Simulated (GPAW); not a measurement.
# B (Pmmn) in GPAW: notebook, part 2 of 2

GPAW 26.7.0. Earlier steps stand in the parts before.

## (4) Relaxation of cell and atoms, LDA, target pressure 5 GPa, at which the enthalpy is minimised

run.py

```python
from ase import Atoms
from ase.filters import FrechetCellFilter
from ase.io import write
from ase.optimize import BFGS
from ase.units import GPa
from gpaw import GPAW, PW

atoms = Atoms(['B', 'B'],
              cell=[[1.62456, 0.0, 0.0],
                    [0.0, 2.86615, 0.0],
                    [0.0, 0.0, 3.9144]],
              scaled_positions=[[0.0, 0.5, 0.60926],
                                [0.5, 0.0, 0.39074]],
              pbc=True)

calc = GPAW(mode=PW(800),
            xc='LDA',
            kpts={'size': (16, 9, 7), 'gamma': True},
            occupations={'name': 'fermi-dirac', 'width': 0.05},
            nbands=10,
            convergence={'density': 1e-05, 'forces': 0.0001},
            maxiter=150,
            txt='gpaw.txt')
atoms.calc = calc
opt = BFGS(FrechetCellFilter(atoms, scalar_pressure=5 * GPa), trajectory='relax.traj', logfile='-')
done = opt.run(fmax=0.02, steps=60)
calc.write('gs.gpw')
write('result.traj', atoms)
print('Converged:', done)
print('Cell:', atoms.cell.cellpar().round(4))
print('Volume:', round(atoms.get_volume(), 4))
print(atoms.get_scaled_positions().round(5))
```

Potentials or basis: the program's PAW data sets (release 1.2.1) made for this functional, pw.

On the command line:

```console
$ OMP_NUM_THREADS=1 python run.py
```

gpaw.txt:

```text
__  _  _
 | _ |_)|_||  |
 |__||  | ||/\| - 26.7.0

Input parameters:
  mode=PW(ecut=800.0),
  convergence={'density': 1e-05, 'forces': 0.0001},
  kpts=MonkhorstPack(size=(16, 9, 7), gamma=True),
  maxiter=150,
  nbands=10,
  occupations=Occupations(name='fermi-dirac', width=0.05),
  xc=XC(name='LDA')

Diagonalizing LCAO Hamiltonian
Converting LCAO to pw mode
   .---.
  /|   |
 * |   |
 |B|   |
 | |   |
 | B---.
 |/   /
 *---*

Atoms  # Å, Bohr magnetons
|   | symbol |        x |        y |        z |    initial magnetic moments |
|---|--------|----------|----------|----------|-----------------------------|
| 0 |      B | 0.000000 | 1.433075 | 2.384887 | ( 0.0000,  0.0000,  0.0000) |
| 1 |      B | 0.812280 | 0.000000 | 1.529513 | ( 0.0000,  0.0000,  0.0000) |
[... 1775 lines left out ...]
|      yes | -0.000000 | 2.798499 |  0.000000 | 2.798499 | 90.000000 |
|      yes |  0.000000 | 0.000000 |  3.407052 | 3.407052 | 90.000000 |

Number of symmetries: 4
Symmetry operations  # r_c * U_cc + t_c -> r_c
|   | kind |            matrix            |
|---|------|------------------------------|
| 0 |  E   |  1, 0, 0,  0, 1, 0,  0, 0, 1 |
| 1 |  σ   |  1, 0, 0,  0,-1, 0,  0, 0, 1 |
| 2 |  σ   | -1, 0, 0,  0, 1, 0,  0, 0, 1 |
| 3 |  C2  | -1, 0, 0,  0,-1, 0,  0, 0, 1 |
[... 367 lines left out ...]
Atoms  # Å, Bohr magnetons
|   | symbol |        x |        y |        z |    initial magnetic moments |
|---|--------|----------|----------|----------|-----------------------------|
| 0 |      B | 0.000000 | 1.397522 | 2.114466 | ( 0.0000,  0.0000,  0.0000) |
| 1 |      B | 0.804211 | 0.000000 | 1.295847 | ( 0.0000,  0.0000,  0.0000) |

Unit cell  # Å
| periodic |         x |        y |        z |  lengths |    angles |
|----------|-----------|----------|----------|----------|-----------|
|      yes |  1.608422 | 0.000000 | 0.000000 | 1.608422 | 90.000000 |
|      yes | -0.000000 | 2.795044 | 0.000000 | 2.795044 | 90.000000 |
|      yes |  0.000000 | 0.000000 | 3.410312 | 3.410312 | 90.000000 |

Number of symmetries: 4
Symmetry operations  # r_c * U_cc + t_c -> r_c
|   | kind |            matrix            |
|---|------|------------------------------|
| 0 |  E   |  1, 0, 0,  0, 1, 0,  0, 0, 1 |
| 1 |  σ   |  1, 0, 0,  0,-1, 0,  0, 0, 1 |
| 2 |  σ   | -1, 0, 0,  0, 1, 0,  0, 0, 1 |
| 3 |  C2  | -1, 0, 0,  0,-1, 0,  0, 0, 1 |
[... 162 lines left out ...]
Forces  # eV/Ang
|       x |        y |        z |
|---------|----------|----------|
| 0.00000 |  0.00000 |  0.02287 |  # B    0
| 0.00000 | -0.00000 | -0.02287 |  # B    1

# Writing to gs.gpw (mode='')
```

stdout:

```text
Step          Energy          fmax
BFGS:    0      -13.334307        0.758435
BFGS:    1      -13.351083        0.561336
BFGS:    2      -13.373830        0.437069
BFGS:    3      -13.379160        0.424371
BFGS:    4      -13.408344        0.513822
BFGS:    5      -13.415760        0.457931
BFGS:    6      -13.432570        0.499793
BFGS:    7      -13.438967        0.395994
BFGS:    8      -13.442588        0.076699
BFGS:    9      -13.442652        0.038089
BFGS:   10      -13.442700        0.022992
BFGS:   11      -13.442713        0.019921
Converged: True
Cell: [ 1.6084  2.795   3.4103 90.     90.     90.    ]
Volume: 15.3314
[[0.      0.5     0.62002]
 [0.5     0.      0.37998]]
```

Wall time 2.9 min (1 thread of Arm Neoverse V2, shared host); peak memory 0.27 GiB.

What came out:

| Property | Result |
| --- | --- |
| Free energy | -13.9212 eV |
| Relaxed volume | 7.67 Å³/atom |
| Relaxed cell | a = 1.608 Å, b = 2.795 Å, c = 3.410 Å, α = 90.00°, β = 90.00°, γ = 90.00° |
| Space group after relaxing (to 0.05 Å) | Pmmn (No. 59) |
| Energy change on relaxing (the enthalpy is what falls) | -9.2 meV/atom |
| Ionic steps | 12 |
| Pressure after relaxing | 5.1 GPa |
| Largest force after relaxing | 0.023 eV/Å |
| Band gap on the k mesh | none (metal or under the smearing width) |

Forces in eV/Å, atoms in the order of the input:
```
B    0.000  0.000  0.023
B    0.000  0.000 -0.023
```

Step by step:
| step | energy change (eV) | largest force (eV/Å) | pressure (GPa) | volume (Å³) |
| --- | --- | --- | --- | --- |
| 1 | 0.0000 | 0.2278 | -6.50 | 18.23 |
| 2 | -0.0090 | 0.1566 | -3.69 | 17.97 |
| 3 | -0.0086 | 0.0964 | 4.50 | 17.22 |
| 4 | -0.0093 | 0.1366 | 5.17 | 17.08 |
| 5 | -0.0078 | 0.3544 | 6.98 | 16.09 |
| 6 | -0.0122 | 0.2969 | 5.53 | 16.00 |
| 7 | -0.0187 | 0.1110 | 2.34 | 15.67 |
| 8 | -0.0206 | 0.0559 | 2.45 | 15.53 |
| 9 | -0.0201 | 0.0098 | 4.07 | 15.39 |
| 10 | -0.0188 | 0.0242 | 4.73 | 15.34 |
| 11 | -0.0187 | 0.0264 | 5.02 | 15.34 |
| 12 | -0.0184 | 0.0229 | 5.12 | 15.33 |

Final structure:
```cif
data_structure
_symmetry_space_group_name_H-M 'P 1'
_symmetry_Int_Tables_number 1
_cell_length_a 1.6084
_cell_length_b 2.7950
_cell_length_c 3.4103
_cell_angle_alpha 90.000
_cell_angle_beta 90.000
_cell_angle_gamma 90.000
_cell_volume 15.33
loop_
_atom_site_label
_atom_site_type_symbol
_atom_site_fract_x
_atom_site_fract_y
_atom_site_fract_z
_atom_site_occupancy
B1 B 0.00000 0.50000 0.62002 1
B2 B 0.50000 0.00000 0.37998 1
```

Levels at points of the mesh, in eV from the Fermi level:
```tsv
k point	band 1	band 2	band 3	band 4	band 5	band 6
(0.00, 0.00, 0.00)	-16.67	-5.61	-4.87	-2.81	3.40	9.48
(0.50, 0.00, 0.00)	-7.45	-7.45	6.94	6.94	7.42	7.42
```

Caveat: later steps reuse the first step's grids; the volume moved by over 15 % at a fixed basis, so the end points are rough.

## (5) Relaxation of cell and atoms, LDA, target pressure 10 GPa, at which the enthalpy is minimised

run.py

```python
from ase.filters import FrechetCellFilter
from ase.io import read, write
from ase.optimize import BFGS
from ase.units import GPa
from gpaw import GPAW, PW

atoms = read('B.xyz')

calc = GPAW(mode=PW(800),
            xc='LDA',
            kpts={'size': (16, 9, 7), 'gamma': True},
            occupations={'name': 'fermi-dirac', 'width': 0.05},
            nbands=10,
            convergence={'density': 1e-05, 'forces': 0.0001},
            maxiter=150,
            txt='gpaw.txt')
atoms.calc = calc
opt = BFGS(FrechetCellFilter(atoms, scalar_pressure=10 * GPa), trajectory='relax.traj', logfile='-')
done = opt.run(fmax=0.02, steps=60)
calc.write('gs.gpw')
write('result.traj', atoms)
print('Converged:', done)
print('Cell:', atoms.cell.cellpar().round(4))
print('Volume:', round(atoms.get_volume(), 4))
print(atoms.get_scaled_positions().round(5))
```

B.xyz

```xyz
2
Lattice="1.6245600000 0.0000000000 0.0000000000 0.0000000000 2.8661500000 0.0000000000 0.0000000000 0.0000000000 3.9144000000" Properties=species:S:1:pos:R:3 pbc="T T T"
B      0.0000000000      1.4330750000      2.3848873440
B      0.8122800000      0.0000000000      1.5295126560
```

Potentials or basis: the program's PAW data sets (release 1.2.1) made for this functional, pw.

On the command line:

```console
$ OMP_NUM_THREADS=1 python run.py
```

gpaw.txt:

```text
__  _  _
 | _ |_)|_||  |
 |__||  | ||/\| - 26.7.0

Input parameters:
  mode=PW(ecut=800.0),
  convergence={'density': 1e-05, 'forces': 0.0001},
  kpts=MonkhorstPack(size=(16, 9, 7), gamma=True),
  maxiter=150,
  nbands=10,
  occupations=Occupations(name='fermi-dirac', width=0.05),
  xc=XC(name='LDA')

Diagonalizing LCAO Hamiltonian
Converting LCAO to pw mode
   .---.
  /|   |
 * |   |
 |B|   |
 | |   |
 | B---.
 |/   /
 *---*
[... 2164 lines left out ...]
| 1 |      B |  0.800751 | 0.000000 | 1.235629 | ( 0.0000,  0.0000,  0.0000) |

Unit cell  # Å
| periodic |         x |        y |        z |  lengths |    angles |
|----------|-----------|----------|----------|----------|-----------|
|      yes |  1.601502 | 0.000000 | 0.000000 | 1.601502 | 90.000000 |
|      yes | -0.000000 | 2.766878 | 0.000000 | 2.766878 | 90.000000 |
|      yes | -0.000000 | 0.000000 | 3.294678 | 3.294678 | 90.000000 |

Number of symmetries: 4
Symmetry operations  # r_c * U_cc + t_c -> r_c
|   | kind |            matrix            |
|---|------|------------------------------|
| 0 |  E   |  1, 0, 0,  0, 1, 0,  0, 0, 1 |
| 1 |  σ   |  1, 0, 0,  0,-1, 0,  0, 0, 1 |
| 2 |  σ   | -1, 0, 0,  0, 1, 0,  0, 0, 1 |
| 3 |  C2  | -1, 0, 0,  0,-1, 0,  0, 0, 1 |
[... 564 lines left out ...]
Atoms  # Å, Bohr magnetons
|   | symbol |         x |        y |        z |    initial magnetic moments |
|---|--------|-----------|----------|----------|-----------------------------|
| 0 |      B | -0.000000 | 1.381591 | 2.066203 | ( 0.0000,  0.0000,  0.0000) |
| 1 |      B |  0.801145 | 0.000000 | 1.229800 | ( 0.0000,  0.0000,  0.0000) |

Unit cell  # Å
| periodic |         x |        y |         z |  lengths |    angles |
|----------|-----------|----------|-----------|----------|-----------|
|      yes |  1.602290 | 0.000000 | -0.000000 | 1.602290 | 90.000000 |
|      yes | -0.000000 | 2.763183 |  0.000000 | 2.763183 | 90.000000 |
|      yes | -0.000000 | 0.000000 |  3.296003 | 3.296003 | 90.000000 |

Number of symmetries: 4
Symmetry operations  # r_c * U_cc + t_c -> r_c
|   | kind |            matrix            |
|---|------|------------------------------|
| 0 |  E   |  1, 0, 0,  0, 1, 0,  0, 0, 1 |
| 1 |  σ   |  1, 0, 0,  0,-1, 0,  0, 0, 1 |
| 2 |  σ   | -1, 0, 0,  0, 1, 0,  0, 0, 1 |
| 3 |  C2  | -1, 0, 0,  0,-1, 0,  0, 0, 1 |
[... 162 lines left out ...]
Forces  # eV/Ang
|       x |       y |        z |
|---------|---------|----------|
| 0.00000 | 0.00000 | -0.00018 |  # B    0
| 0.00000 | 0.00000 |  0.00018 |  # B    1

# Writing to gs.gpw (mode='')
```

stdout:

```text
Step          Energy          fmax
BFGS:    0      -12.765507        1.042835
BFGS:    1      -12.798931        0.826748
BFGS:    2      -12.847131        0.639418
BFGS:    3      -12.859460        0.651043
BFGS:    4      -12.918042        1.055627
BFGS:    5      -12.936001        0.635038
BFGS:    6      -12.954544        0.417220
BFGS:    7      -12.969446        0.369723
BFGS:    8      -12.973365        0.130108
BFGS:    9      -12.973722        0.075833
BFGS:   10      -12.973903        0.056487
BFGS:   11      -12.974094        0.054081
BFGS:   12      -12.974332        0.052032
BFGS:   13      -12.974446        0.021597
BFGS:   14      -12.974486        0.002682
Converged: True
Cell: [ 1.6023  2.7632  3.296  90.     90.     90.    ]
Volume: 14.5928
[[0.      0.5     0.62688]
 [0.5     0.      0.37312]]
```

Wall time 4.8 min (1 thread of Arm Neoverse V1, shared host); peak memory 0.26 GiB.

Results:

| Quantity | Value |
| --- | --- |
| Free energy | -13.8853 eV |
| Relaxed volume | 7.30 Å³/atom |
| Relaxed cell | a = 1.602 Å, b = 2.763 Å, c = 3.296 Å, α = 90.00°, β = 90.00°, γ = 90.00° |
| Space group after relaxing (to 0.05 Å) | Pmmn (No. 59) |
| Energy change on relaxing (the enthalpy is what falls) | +8.7 meV/atom |
| Ionic steps | 15 |
| Pressure after relaxing | 10.0 GPa |
| Band gap on the k mesh | none (metal or under the smearing width) |

The path:
| step | energy change (eV) | largest force (eV/Å) | pressure (GPa) | volume (Å³) |
| --- | --- | --- | --- | --- |
| 1 | 0.0000 | 0.2278 | -6.50 | 18.23 |
| 2 | -0.0109 | 0.1343 | -2.61 | 17.86 |
| 3 | 0.0091 | 0.1961 | 9.65 | 16.77 |
| 4 | 0.0106 | 0.2351 | 10.71 | 16.55 |
| 5 | 0.0603 | 0.4835 | 16.10 | 14.80 |
| 6 | 0.0196 | 0.3102 | 11.32 | 15.17 |
| 7 | -0.0003 | 0.1639 | 7.48 | 15.20 |
| 8 | -0.0015 | 0.0716 | 6.58 | 14.98 |
| 9 | 0.0095 | 0.0529 | 8.35 | 14.74 |
| 10 | 0.0138 | 0.0617 | 9.48 | 14.67 |
| 11 | 0.0162 | 0.0671 | 10.22 | 14.63 |
| 12 | 0.0175 | 0.0585 | 10.60 | 14.60 |
| 13 | 0.0184 | 0.0288 | 10.64 | 14.58 |
| 14 | 0.0180 | 0.0058 | 10.28 | 14.58 |
| 15 | 0.0175 | 0.0002 | 10.03 | 14.59 |

Final structure:
```
B
1.0
     1.60229    0.00000    0.00000
     0.00000    2.76318    0.00000
     0.00000    0.00000    3.29600
B
2
Direct
  0.00000 0.50000 0.62688
  0.50000 0.00000 0.37312
```

Caveat: later steps reuse the first step's grids; the volume moved by over 15 % at a fixed basis, so the end points are rough.

## (6) Summary

| cell | target pressure | gap on the mesh (eV) | pressure (GPa) | largest force (eV/Å) |
| --- | --- | --- | --- | --- |
| relaxed | - | none | -0.1 | 0.01 |
| relaxed to 2 GPa | 2 GPa | none | 2.1 | 0.01 |
| relaxed to 5 GPa | 5 GPa | none | 5.1 | 0.02 |
| relaxed to 10 GPa | 10 GPa | none | 10.0 | - |

Alike in all rows: task relaxation of cell and atoms; level LDA; potentials or basis the program's PAW data sets (release 1.2.1) made for this functional, pw; no spin polarisation; k mesh 16 × 9 × 7; cutoff (eV) 800; smearing fermi-dirac 0.05 eV.

Caveats: later steps reuse the first step's grids; the volume moved by over 15 % at a fixed basis, so the end points are rough (some runs).

Absolute energies hang on the potentials; compare differences alone.
